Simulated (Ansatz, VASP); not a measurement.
# CuI (Marshite) in two plane-wave programs, part 2 of 2

Aim: how closely do two programs agree when they are given the same cell, functional and k mesh?

VASP 6.6.1 and Ansatz 0.2.0.

So far. Step 2 (VASP: band structure, PBE, spin-orbit coupling): The run ends at a pressure of 0.35 GPa.

The database entry behind the starting cell differs from later determinations by our own check (about 0.15 % long (mineral sample)), so it need not match the best structure at ambient conditions.

## (3) Ansatz: band structure, PBE, spin-orbit coupling

Level of this step: Ansatz beside VASP: Kohn-Sham DFT, plane waves, PBE, spin-orbit coupling (Ansatz).

Ansatz runs on its fully relativistic PAW (standard-fr) files.

The same cell, functional, mesh and smearing now go to Ansatz, which takes its cutoff from its data sets.

input.yaml reads:

```yaml
crystal:
  lattice:
    - [0.0, 3.0315, 3.0315]
    - [3.0315, 0.0, 3.0315]
    - [3.0315, 3.0315, 0.0]
  atoms:
    - { symbol: Cu, position: [0.25, 0.25, 0.25] }
    - { symbol: I, position: [0.0, 0.0, 0.0] }
hamiltonian:
  xc: pbe
  pseudopotentials: { kind: paw_fr }
magnetization:
  noncollinear: true
  spin_orbit: true
kpoints:
  mp_grid: { grid: [4, 4, 4] }
  band_path:
    path:
      - [0.0, 0.0, 0.0]
      - [0.18182, 0.0, 0.18182]
      - [0.36364, 0.0, 0.36364]
      - [0.5, 0.0, 0.5]
      - [0.5, 0.09091, 0.59091]
      - [0.5, 0.18182, 0.68182]
      - [0.5, 0.25, 0.75]
      - [0.45455, 0.29545, 0.75]
      - [0.40909, 0.34091, 0.75]
      - [0.375, 0.375, 0.75]
      - [0.20455, 0.20455, 0.40909]
      - [0.06818, 0.06818, 0.13636]
      - [0.04545, 0.04545, 0.04545]
      - [0.22727, 0.22727, 0.22727]
      - [0.40909, 0.40909, 0.40909]
      - [0.51136, 0.47727, 0.51136]
      - [0.55682, 0.38636, 0.55682]
      - [0.60227, 0.29545, 0.60227]
      - [0.61364, 0.25, 0.63636]
      - [0.56818, 0.25, 0.68182]
      - [0.51136, 0.25, 0.73864]
      - [0.5, 0.29545, 0.70455]
      - [0.5, 0.38636, 0.61364]
      - [0.5, 0.47727, 0.52273]
      - [0.47727, 0.47727, 0.54545]
      - [0.43182, 0.43182, 0.63636]
      - [0.38636, 0.38636, 0.72727]
      - [0.60227, 0.20455, 0.60227]
      - [0.55682, 0.11364, 0.55682]
      - [0.5, 0.0, 0.5]
    npoints: 1
scf:
  occupations: { method: gaussian, width: 0.01 }
  n_extra_bands: 14
output:
  forces: true
  stress: true
  eigenvalues: true
```

Command:

```bash
ansatz run input.yaml --threads 2 --pin off --max-ram 4608MiB --backend cpu --events-out ev --progress --plain --runs-dir out
```

Numbers of over 12 decimals in the logs are rounded to 6 here.

Log:

```text
scf.n_extra_bands = 14 over 36 filled bands (N_el = 36.0): the run solves 50 bands
Engine: ansatz 0.2.0, aarch64-unknown-linux-gnu
Pseudopotentials: kind: paw_fr
Pseudopotential: Cu, paw_fr, valence charge 19, recommended cutoff 420 eV (normal), Cu.paw.azcp#standard-fr
Pseudopotential: I, paw_fr, valence charge 17, recommended cutoff 420 eV (normal), I.paw.azcp#standard-fr
Functional definition: PBE
  parameter kappa = 0.804
  parameter beta = 0.066725
  exchange = pbe_x(kappa = kappa, mu = beta*pi^2/3)
  correlation = pbe_c(beta = beta)
non-collinear run that drives no moment, with spin-orbit: no starting moment large enough to seed its density (crystal.atoms[].spin), no starting occupations that ask for one, no magnetisation constraint and no magnetic field, so the semilocal B_xc is pinned to zero
Crystal: 2 atoms, lattice volume = 55.719 Å³
Basis set: ecut = 420 eV, 1067 PW (Γ), exchange–correlation on 60×60×60 points (8 copies of the dense FFT grid, shifted against one another)
Bands: 50, of which v1, the nominal top of the filled ones, is band 36 counted from 1 (35 counted from 0)
Symmetry: 24 space group operations + 24 with time reversal
Magnetic group: BNS 216.75 (UNI 1577), of the structure as read, at distance tolerance 3.8e-5 Å
k-points: 8 of 64 (time reversal used)
Projection manifold: j_resolved (fully-relativistic pseudo-atomic orbitals)
Non-local potential: Cu, projectors of the file, l = 0: 3, l = 1: 4, l = 2: 6, l = 3: 2
Non-local potential: I, projectors of the file, l = 0: 2, l = 1: 4, l = 2: 4, l = 3: 4
PAW form: soft (Blöchl's): semilocal exchange-correlation on the pseudo side does not see the compensation charge
PAW one-centre angular grid: Cu, 590 points (default); XC on 64 Gauss nodes
PAW one-centre angular grid: I, 590 points (default); XC on 96 Gauss nodes
Initial density: superposition of atomic densities (chi_scale 0.1, normalization cell, long waves kept (reshape's long-wave potential 0.00 eV rms))
Initial wavefunctions: pseudopotential atomic-orbital guess
Functional: x = pbe(κ = 0.804, μ = 0.219515), c = pbe(β = 0.066725)
SCF iter   1: F=—  HF=-14142.693469 eV  |F-HF|=—  |Δ(HF+E_count)|=         —  Δρ=7.62e-2  dr2=3.31e0  dr2_m=0.00e0 (ungated)  ethr=3.10e-3  |M|=0.00e0 ∫|m|=0.00e0 μB  |m|>n=0.0e0 m-floor=0.0e0 τ_xc=0.0e0  β_m=0.30  ⟨swp⟩=10.0  Hψ=2255  notcnv=0  defer=15
preconditioner: auto → none  [insulator: Δε(μ)=1.274 eV  Ē_g=12.285 eV  σ=0.010 eV  W_gap=1.00  n_scr=14 (ndim 8)  ℏωp=21.1 eV  f_vac=0.154  D(μ)=0.00/eV (n_scr^D=0)  ε∞_Penn≈4.0]
SCF iter   2: F=—  HF=-14141.834077 eV  |F-HF|=—  |Δ(HF+E_count)|=   8.59e-1  Δρ=3.80e-2  dr2=4.24e-1  dr2_m=0.00e0 (ungated)  ethr=3.10e-3  |M|=0.00e0 ∫|m|=0.00e0 μB  |m|>n=0.0e0 m-floor=0.0e0 τ_xc=0.0e0  β_m=0.27  ⟨swp⟩=3.0  Hψ=875  notcnv=0  defer=58
SCF iter   3: F=—  HF=-14141.722984 eV  |F-HF|=—  |Δ(HF+E_count)|=   1.11e-1  Δρ=1.10e-2  dr2=9.17e-2  dr2_m=0.00e0 (ungated)  ethr=1.18e-3  |M|=0.00e0 ∫|m|=0.00e0 μB  |m|>n=0.0e0 m-floor=0.0e0 τ_xc=0.0e0  β_m=0.36  ⟨swp⟩=2.0  Hψ=620  notcnv=0  defer=58
SCF iter   4: F=—  HF=-14141.718609 eV  |F-HF|=—  |Δ(HF+E_count)|=   4.38e-3  Δρ=8.50e-3  dr2=2.15e-2  dr2_m=0.00e0 (ungated)  ethr=2.55e-4  |M|=0.00e0 ∫|m|=0.00e0 μB  |m|>n=0.0e0 m-floor=0.0e0 τ_xc=0.0e0  β_m=0.67  ⟨swp⟩=3.0  Hψ=622  notcnv=0  defer=58
SCF iter   5: F=—  HF=-14141.729799 eV  |F-HF|=—  |Δ(HF+E_count)|=   1.12e-2  Δρ=1.33e-3  dr2=9.55e-4  dr2_m=0.00e0 (ungated)  ethr=5.97e-5  |M|=0.00e0 ∫|m|=0.00e0 μB  |m|>n=0.0e0 m-floor=0.0e0 τ_xc=0.0e0  β_m=0.64  ⟨swp⟩=2.0  Hψ=632  notcnv=0  defer=58
SCF iter   6: F=—  HF=-14141.730004 eV  |F-HF|=—  |Δ(HF+E_count)|=   2.06e-4  Δρ=1.27e-3  dr2=8.36e-4  dr2_m=0.00e0 (ungated)  ethr=2.65e-6  |M|=0.00e0 ∫|m|=0.00e0 μB  |m|>n=0.0e0 m-floor=0.0e0 τ_xc=0.0e0  β_m=0.79  ⟨swp⟩=2.4  Hψ=696  notcnv=0  defer=58
SCF iter   7: F=—  HF=-14141.729830 eV  |F-HF|=—  |Δ(HF+E_count)|=   1.75e-4  Δρ=4.33e-5  dr2=5.52e-7  dr2_m=0.00e0 (ungated)  ethr=2.32e-6  |M|=0.00e0 ∫|m|=0.00e0 μB  |m|>n=0.0e0 m-floor=0.0e0 τ_xc=0.0e0  β_m=0.82  ⟨swp⟩=2.0  Hψ=478  notcnv=0  defer=58
SCF iter   8: F=—  HF=-14141.729834 eV  |F-HF|=—  |Δ(HF+E_count)|=   4.68e-6  Δρ=1.92e-5  dr2=2.21e-7  dr2_m=0.00e0 (ungated)  ethr=2.78e-10  |M|=0.00e0 ∫|m|=0.00e0 μB  |m|>n=0.0e0 m-floor=0.0e0 τ_xc=0.0e0  β_m=0.82  ⟨swp⟩=14.0  Hψ=2271  notcnv=0
SCF iter   9: F=-14141.729834 eV  HF=-14141.729834 eV  |F-HF|=2.97e-8  |Δ(HF+E_count)|=   4.37e-8  Δρ=8.47e-6  dr2=3.02e-8  dr2_m=0.00e0 (ungated)  ethr=2.78e-10  |M|=0.00e0 ∫|m|=0.00e0 μB  |m|>n=0.0e0 m-floor=0.0e0 τ_xc=0.0e0  ⟨swp⟩=5.1  Hψ=1354  notcnv=0
SCF 1 converged in 9 iterations: F = -14141.729834 eV  dr2 = 3.02e-8
  greatest PAW one-centre occupation: 1.000 electrons in one spin orbital (limit 2), on the Cu atom at site 0 (counted from 0), in its partial waves of l = 0
NSCF: frozen V_eff on 30 k-points
SCF converged after 9 iterations
Magnetization: |M| = 0.0000 μB,  M = (+0.0000, +0.0000, +0.0000) μB
Absolute magnetization: 0.0000 μB (∫|m|)
  site 0: m = (+0.0000, +0.0000, +0.0000) μB, |m| = 0.0000 μB  (R = 1.08 Å)
  site 1: m = (+0.0000, +0.0000, +0.0000) μB, |m| = 0.0000 μB  (R = 1.08 Å)
Free energy (F): -14141.729834 eV
Harris-Foulkes:  -14141.729834 eV  (|F-HF|=2.97e-8)
Internal energy: -14141.729834 eV  (E = F + TS)
E sigma→0 (E₀):  -14141.729834 eV
Fermi energy:    8.808947 eV
--- Per-component energies (eV) ---
  E_band       = -866.577167
  E_kinetic    = 489.874947
  E_local      = -7623.950032  (includes V_loc(G=0)·N_el)
  E_nonlocal   = 314.155656
  E_hartree    = 3543.939812
  E_xc         = -215.379766
  E_vxc        = -241.161555  (∫ρ·V_xc dr)
  E_paw        = -6496.239295  (= ΣΔE_a)
  E_vpaw       = -893.358165  (= ΣTr[D̂ρ^β])
  E_aug_tail   = 0.000297  (compensation charges beyond the density's cutoff)
  E_ewald      = -4154.131452
  E_smearing   = -0.000000  (= −TS)
  E_closure    = -0.000000  (closes the sum)
  Σ components = -14141.729834   (vs F -14141.729834, Δ=0.00e0)
--- Forces (eV/Å), atoms counted from 1 ---
  atom   1  Cu    -0.00000000    -0.00000000     0.00000000
  atom   2  I      0.00000000    -0.00000000     0.00000000
  max |Σ_I F_I| component: 1.06e-17 eV/Å
--- Stress (GPa, compression-positive) ---
        0.633912       0.000000      -0.000000
        0.000000       0.633912       0.000000
       -0.000000       0.000000       0.633912
  P = ⅓ Tr σ = 0.6339 GPa (6.339 kbar)
--- Band table (eV; the first three rows and the last of 8) ---
  k-point 0: bands = [... 32 lower, 8.3272, 8.3272, 8.3272, 8.3272, 9.2906, 9.2906, 12.9857, 12.9857, ... 10 higher]
  k-point 1: bands = [... 32 lower, 7.7018, 7.7018, 7.8768, 7.9422, 10.4243, 10.4243, 13.5338, 13.5338, ... 10 higher]
  k-point 2: bands = [... 32 lower, 7.4048, 7.4048, 7.5296, 7.5296, 10.3074, 10.3074, 13.5668, 13.5668, ... 10 higher]
  k-point 7: bands = [... 32 lower, 6.5826, 6.5956, 6.8860, 6.9743, 12.3930, 12.8114, 12.8143, 12.8838, ... 10 higher]
```

It took 11 s on 2 threads of Arm Neoverse V1, shared host; peak memory 0.47 GiB; 20 s of CPU time.

Reading the cycles: dr2 is the Hartree energy of the density residual (eV), the measure of convergence; HF is the Harris–Foulkes estimate of the energy, which meets the free energy F at convergence.

## (4) Differences

Known differences besides the potentials themselves: spin-orbit coupling enters by fully relativistic files in Ansatz and inside the spheres in VASP; the data sets hold 36 valence electrons in Ansatz (fully relativistic PAW (standard-fr) files) and 18 in VASP; the cutoff is 420 eV in Ansatz and 440 eV in VASP. Total energies have different zeros and are not compared.

The two programs side by side:

| quantity | Ansatz | VASP | difference |
| --- | --- | --- | --- |
| gap over the path points (eV) | 0.963 | 0.951 | +0.012 |

Levels at points of the path, from each program's valence-band top (eV; 8 filled, then empty):

| k (reciprocal lattice) | Ansatz | VASP |
| --- | --- | --- |
| 0.000 0.000 0.000 | -2.02 -2.02 -0.43 -0.43 0.00 0.00 0.00 0.00 0.96 0.96 4.66 4.66 4.74 4.74 | -2.02 -2.02 -0.42 -0.42 0.00 0.00 0.00 0.00 0.95 0.95 4.66 4.66 4.75 4.75 |
| 0.182 0.000 0.182 | -1.99 -1.99 -0.98 -0.98 -0.80 -0.80 -0.61 -0.61 2.61 2.61 3.62 3.62 5.79 5.79 | -1.99 -1.99 -0.98 -0.98 -0.79 -0.79 -0.61 -0.61 2.60 2.60 3.63 3.63 5.80 5.80 |
| 0.364 0.000 0.364 | -1.96 -1.96 -1.64 -1.64 -1.50 -1.50 -1.38 -1.38 2.67 2.67 3.04 3.04 7.66 7.66 | -1.96 -1.96 -1.64 -1.64 -1.50 -1.50 -1.38 -1.38 2.67 2.67 3.04 3.04 7.66 7.66 |
| 0.500 0.000 0.500 | -2.00 -2.00 -1.87 -1.87 -1.70 -1.70 -1.56 -1.56 2.55 2.55 2.73 2.73 8.83 8.83 | -2.00 -2.00 -1.87 -1.87 -1.70 -1.70 -1.56 -1.56 2.54 2.54 2.74 2.74 8.84 8.84 |
| 0.500 0.091 0.591 | -2.05 -1.93 -1.90 -1.87 -1.74 -1.68 -1.54 -1.48 2.89 2.92 3.02 3.12 7.96 8.15 | -2.05 -1.93 -1.90 -1.87 -1.74 -1.68 -1.54 -1.48 2.89 2.92 3.03 3.13 7.97 8.16 |
| 0.500 0.182 0.682 | -2.03 -1.97 -1.95 -1.88 -1.74 -1.72 -1.46 -1.38 3.69 3.88 3.94 4.01 6.60 6.64 | -2.03 -1.97 -1.95 -1.87 -1.74 -1.72 -1.47 -1.38 3.69 3.88 3.94 4.01 6.60 6.64 |
| 0.500 0.250 0.750 | -2.02 -1.98 -1.98 -1.87 -1.75 -1.73 -1.44 -1.35 4.07 4.48 4.49 4.56 5.82 5.87 | -2.02 -1.98 -1.98 -1.87 -1.75 -1.73 -1.44 -1.35 4.07 4.49 4.50 4.56 5.82 5.87 |
| 0.455 0.295 0.750 | -2.02 -1.98 -1.93 -1.86 -1.77 -1.69 -1.44 -1.35 3.67 3.85 4.39 4.59 6.18 6.28 | -2.02 -1.98 -1.93 -1.86 -1.77 -1.69 -1.44 -1.35 3.68 3.85 4.39 4.59 6.18 6.28 |
| 0.409 0.341 0.750 | -2.02 -1.93 -1.90 -1.82 -1.78 -1.61 -1.43 -1.35 3.07 3.13 4.35 4.56 6.94 7.14 | -2.02 -1.93 -1.90 -1.82 -1.78 -1.61 -1.43 -1.35 3.07 3.13 4.35 4.57 6.94 7.15 |
| 0.375 0.375 0.750 | -2.02 -1.92 -1.89 -1.82 -1.76 -1.58 -1.42 -1.35 2.92 2.93 4.34 4.55 7.33 7.33 | -2.02 -1.92 -1.89 -1.82 -1.76 -1.58 -1.42 -1.35 2.92 2.94 4.34 4.56 7.33 7.34 |

Among the levels compared at these points, filled levels agree within 5 meV and empty ones within 12 meV. Not compared: the pressure (VASP's GW data sets at this cutoff don't carry it).

## (5) Results

| Property | Result |
| --- | --- |
| difference in gap over the path points (band structure, PBE, spin-orbit coupling) | 0.012 eV |

**Reading.** The difference in gap over the path points is 0.012 eV (band structure, PBE, spin-orbit coupling), within the 0.08 eV picked in this series as the mark of a large difference. 1 further run of this series is not shown here. How closely two codes agree says nothing of how well the functional describes the real material.

[Lines on the potential files, build, host, timing and source positions are cut from VASP's logs without a mark.]

[Logs are printed without paths, hosts, clocks, repeated set-up lines and the standing remarks that a program may print on its own settings, such as how far it seeks lower states.]

[Hosts, paths, dates, database ids (printed as entryN), source tags and the programs' standing remarks are cut or masked in the printed files.]
